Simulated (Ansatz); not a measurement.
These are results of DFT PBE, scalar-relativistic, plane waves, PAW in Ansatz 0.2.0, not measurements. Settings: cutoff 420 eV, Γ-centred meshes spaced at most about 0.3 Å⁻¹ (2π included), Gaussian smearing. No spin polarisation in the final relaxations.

These are static total energies at zero pressure. All come from trial cells, and lower structures may exist.

Problem. Order these relaxed structures of LiF by energy, lowest first, with the energy over the lowest of them.
1.

Space group P4/mmm (No. 123). a = 2.695 Å, b = 2.695 Å, c = 4.452 Å, α = 90.00°, β = 90.00°, γ = 90.00°
| atom | site | symmetry | x | y | z |
| --- | --- | --- | --- | --- | --- |
| Li | 1a | 4/mmm | 0.0000 | 0.0000 | 0.0000 |
| F | 1c | 4/mmm | 0.5000 | 0.5000 | 0.0000 |

2.

Space group Fm-3m (No. 225). a = 4.068 Å, b = 4.068 Å, c = 4.068 Å, α = 90.00°, β = 90.00°, γ = 90.00°
| atom | site | symmetry | x | y | z |
| --- | --- | --- | --- | --- | --- |
| Li | 4b | m-3m | 0.5000 | 0.0000 | 0.0000 |
| F | 4a | m-3m | 0.0000 | 0.0000 | 0.0000 |

3.

Space group Imm2 (No. 44). a = 2.784 Å, b = 3.126 Å, c = 10.024 Å, α = 90.00°, β = 90.00°, γ = 90.00°
```csv
atom,site,symmetry,x,y,z
Li,2a,mm2,0.5000,0.5000,0.0568
Li,2a,mm2,0.5000,0.5000,0.3153
F,2b,mm2,0.0000,0.5000,0.4463
F,2b,mm2,0.0000,0.5000,0.1816
```

Solution. 2 (0 meV/atom), 3 (102 meV/atom), 1 (117 meV/atom). Forms: 2 rock salt type, Fm-3m; 3 Imm2; 1 P4/mmm. Counting F atoms around Li (those within 1.25 times the shortest such distance or 1.15 times the sum of covalent radii): cell 2 has Li 6; cell 3 has Li 4; cell 1 has Li 4.

Weakly bound directions are ill-defined at this level, which has no dispersion term (P4/mmm), and this can change margins and order among such cells. With atoms moved at random, Fm-3m came back. Other cells relaxed within their symmetry can be saddle points. The part of the Crystallography Open Database at hand lists LiF in space group No. 225; sharing a group (Fm-3m) doesn't make a cell the listed structure. Some structure types and database cells were kept out of the candidates from the start, so a known form may be missing.
